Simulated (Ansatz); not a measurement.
Free-standing chains of the atoms of NaI, named by their start (strip: triangular double chain, ladder: square double chain); atoms and period are relaxed, and energies count from relaxed bulk NaI (Fm-3m, 34.78 Å³/atom, gap on the mesh 3.58 eV).

Theory: DFT PBE, scalar-relativistic, plane waves, PAW (Ansatz).

Cutoff 420 eV; k points 1×1×21 on the computed 2-atom cell (Γ-centred); Gaussian smearing, width 0.05 eV; collinear spin from starting moments 0.5 0.5 μB.

Start (strip chain):

```
CELL_PARAMETERS angstrom
11.60000 0.00000 0.00000
0.00000 9.30000 0.00000
0.00000 0.00000 3.11395
ATOMIC_POSITIONS crystal
Na 0.38604 0.50000 0.00000
I 0.61396 0.50000 0.50000
```

Task: Relax it.

Result: The free energy falls by 746 meV/atom. It ends far from its start (an atom moved by over half a bond, or the period changed much).

| Property | Result |
| --- | --- |
| excess energy (eV per host atom) | 0.361 |
| period (Å) | 5.755 |
| gap on the mesh (eV) | 3.96 |
| highest filled level or Fermi level under vacuum (eV) | 5.90 |
| size of the moment (μB per cell) | 0.00 |

Relaxed structure:
```
Na I
1.0
    11.60000    0.00000    0.00000
     0.00000    9.30000    0.00000
     0.00000    0.00000    5.75531
Na I
1 1
Direct
  0.49736 0.50000 0.00000
  0.50264 0.50000 0.50000
```

Spin-orbit coupling is left out, which matters for the bands of heavy elements. An odd mesh misses points on the zone edge, so a gap read on it can be too wide.

Each run keeps its start's symmetry and one magnetic start, so lower states can exist.

It took 6.2 min on 2 threads of Arm Neoverse V1 (shared host), peak memory 0.82 GiB.